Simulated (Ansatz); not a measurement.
**BAs: elastic constants with LDA**

Crystal: BAs.

```
As B
1.0
     0.00000    2.38850    2.38850
     2.38850    0.00000    2.38850
     2.38850    2.38850    0.00000
As B
1 1
Direct
  0.75000 0.75000 0.75000
  0.00000 0.00000 0.00000
```

```
Program             : Ansatz 0.2.0
Task                : elastic constants
Functional          : LDA
Potentials or basis : all-electron LAPW, scalar-relativistic
Cutoff              : 341 eV (chosen from the basis error)
Basis error allowed : 0.001 eV/atom
k mesh              : 7 × 7 × 7
Occupations         : fermi-dirac, width 0.05 eV
Spin                : no spin polarisation
```

| Property | Result |
| --- | --- |
| Pressure | -3.9 GPa |
| Band gap on the k mesh | 1.15 eV, indirect (least direct gap 3.25 eV) |
| Elastic constants C11, C12, C44 | 270, 62, 147 GPa |
| Voigt bulk modulus | 131 GPa |

Levels at points of the mesh, in eV from the valence-band top:
| k point | band 12 | band 13 | band 14 | band 15 | band 16 | band 17 |
| --- | --- | --- | --- | --- | --- | --- |
| (0.00, 0.00, 0.00) | 0.00 | 0.00 | 0.00 | 3.25 | 3.25 | 3.25 |

Elastic tensor in Voigt notation (GPa, in the Cartesian axes of the cell as first typed):
```
270  62  62   0   0   0
 62 270  62   0   0   0
 62  62 270   0   0   0
  0   0   0 147   0   0
  0   0   0   0 147   0
  0   0   0   0   0 147
```

Wall time 99 s on 1 thread of Arm Neoverse V1, with other jobs on the host, peak memory 0.31 GiB.

Caveat: the cell is more than 3 GPa from zero pressure, which shifts response properties; an odd mesh through Γ misses points on the zone boundary, where band edges often lie.
